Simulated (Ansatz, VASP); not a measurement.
Re in VASP and in Ansatz

```
Re
1.0
     2.77687    0.00000    0.00000
    -1.38844    2.40484    0.00000
     0.00000    0.00000    4.47881
Re
2
Cartesian
  0.0000 1.6032 1.1197
  1.3884 0.8016 3.3591
```

Alike in both runs: task single point; functional PBE; k mesh 8 × 8 × 5; occupations fermi-dirac, width 0.1 eV; no spin polarisation.

```csv
,VASP,Ansatz
version,VASP 6.6.1,Ansatz 0.2.0
potentials or method,"VASP PAW PBE potentials, release 64 (Re)","plane waves (420 eV) with PAW, scalar-relativistic"
plane-wave cutoff (eV),520,420
valence electrons in the cell,14,30
```

VASP gave:

| Quantity | Value |
| --- | --- |
| pressure (GPa) | -0.5 |
| largest component of the traceless stress (GPa) | 0.02 |

Question: What did Ansatz give for the same quantities?

Answer: Pressure (GPa): 0.1; largest component of the traceless stress (GPa): 0.09.

With one functional, cell and mesh, what is left measures potentials, basis and numerics. The two sets of potentials don't hold the same shells in valence.

The runs have no spin-orbit coupling, so splittings on Re are missing.
